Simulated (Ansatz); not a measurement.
Crystal: AgCl (Chlorargyrite).

```
CELL_PARAMETERS angstrom
0.00000 2.73500 2.73500
2.73500 0.00000 2.73500
2.73500 2.73500 0.00000
ATOMIC_POSITIONS crystal
Ag 0.00000 0.00000 0.00000
Cl 0.50000 0.50000 0.50000
```

Base run:

- Program: Ansatz 0.2.0
- Functional: HSE06
- Potentials or basis: Ansatz PAW
- Cutoff: 420 eV
- Density cutoff: 1680 eV
- k mesh: 6 × 6 × 6
- Occupations: fermi-dirac, width 0.05 eV
- Spin: no spin polarisation

Its results: band gap on the k mesh 2.40 eV, indirect (least direct gap 4.81 eV).

Problem. After a change of settings the same cell gave: band gap on the k mesh 3.09 eV, indirect (least direct gap 5.52 eV). Which change was it?
A. functional from HSE06 to HSE06 form with a typed share of exact exchange; k mesh from 6 × 6 × 6 to 4 × 4 × 4
B. functional from HSE06 to PBE; k mesh from 6 × 6 × 6 to 8 × 8 × 8
C. functional from HSE06 to PBE0
D. functional from HSE06 to PBEsol; k mesh from 6 × 6 × 6 to 8 × 8 × 8

Solution. C.

Not every run made on this cell is shown here.
